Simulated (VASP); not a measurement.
# Al2Cu under changes of volume

One of the cells (16.567 Å³/atom); the others are scaled copies at fixed shape and fractional positions:

```
CELL_PARAMETERS angstrom
4.13237 0.00000 0.00000
0.00000 4.13237 0.00000
0.00000 0.00000 2.91046
ATOMIC_POSITIONS crystal
Cu 0.00000 0.00000 0.00000
Al 0.00000 0.50000 0.50000
Al 0.50000 0.00000 0.50000
```

The cell comes from a database or a generator and needn't be the stable form of this composition.

```yaml
Program: VASP 6.6.1
Functional: PBEsol
Potentials_or_basis: VASP PAW PBE potentials, release 64 (Cu, Al)
Cutoff: 520 eV
k_mesh: 7 × 7 × 9
Occupations: fermi-dirac, width 0.05 eV
Spin: no spin polarisation
```

| volume (Å³/atom) | energy over the lowest point (meV/atom) | pressure (GPa) |
| --- | --- | --- |
| 15.267 | ? | ? |
| 15.592 | 1.50 | 1.8 |
| 15.917 | 0.00 | -0.3 |
| 16.567 | 8.43 | -3.8 |
| 16.892 | 17.54 | -5.3 |
| 17.216 | 29.47 | -6.6 |

Problem. What does the run at 15.267 Å³/atom give?

Solution. Energy over the lowest point 7.48 meV/atom; pressure 4.1 GPa.

Worked out: A Birch-Murnaghan fit of order 3 (a polynomial in V^(-2/3)) to the other rows has its minimum at 15.87 Å³/atom with B0 = V·E''(V) = 96 GPa and B' = 4.4 at fixed shape and positions, which overstates the stiffness. It gives 7.39 meV/atom at 15.267 Å³/atom, against the run's 7.48, and -dE/dV = 4.1 GPa, against 4.1.

Energies are extrapolated to zero smearing.

Caveats: the PAW data sets were made with another functional, which shifts forces and pressure a little.
